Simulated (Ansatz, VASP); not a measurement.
**P in VASP and in Ansatz**

```
P
1.0
     4.15645    0.00000    0.00000
    -2.07822    3.59959    0.00000
     0.00000    0.00000    2.41651
P
3
Cartesian
  0.0000 0.0000 0.0000
  0.0000 2.3997 1.2083
  2.0782 1.1999 1.2083
```

Alike in both runs: functional PBE; k mesh 9 × 9 × 12; occupations fermi-dirac, width 0.05 eV; no spin polarisation.

Ansatz relaxed the structure, and its values are those at the end. VASP's run is a single point on that final structure, the one shown.

|  | VASP | Ansatz |
| --- | --- | --- |
| version | VASP 6.6.1 | Ansatz 0.2.0 |
| potentials or method | VASP PAW PBE potentials, release 64 (P) | PAW with Ansatz's default frozen-core files, scalar-relativistic |
| plane-wave cutoff (eV) | 520 | 420 |
| valence electrons in the cell | 15 | 15 |

```csv
,VASP,Ansatz,Ansatz less VASP
pressure (GPa),22.1,22.6,+0.44
```

Caveats: so large a pressure means that the cell lies far from this level's equilibrium, or that cutoff or potentials fall short (VASP).
